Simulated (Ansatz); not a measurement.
Crystal: PbS (Galena).

```
Pb S
1.0
     0.00000    2.96575    2.96575
     2.96575    0.00000    2.96575
     2.96575    2.96575    0.00000
Pb S
1 1
Direct
  0.00000 0.00000 0.00000
  0.50000 0.50000 0.50000
```

Program: Ansatz 0.2.0. Alike in all runs: potentials or basis Ansatz PAW; cell as given. Hardware: 2 threads of Arm Neoverse V1, with other jobs on the host.

Order these runs on this cell by their wall time, lowest first.
A. task atomic charges; level r2SCAN; spin off; k mesh 8 × 8 × 8; cutoff (eV) 500; smearing gaussian 0.01 eV
B. task single point; level PBE; spin off; k mesh 8 × 8 × 8; cutoff (eV) 420; smearing gaussian 0.1 eV
C. task optical spectrum; level PBEsol+D3(BJ); spin SOC, no magnetisation; k mesh 6 × 6 × 6; cutoff (eV) 420; smearing gaussian 0.01 eV; broadening 0.2 eV
D. task band structure; level PBEsol; spin off; k mesh 8 × 8 × 8; cutoff (eV) 420; smearing gaussian 0.05 eV; points for each segment of the path 14

B (0.79 s), D (2.1 s), A (6 s), C (44 s).

Caveats: spectra need much finer meshes, so this one isn't converged (some runs); independent-particle spectra lack excitons (some runs).
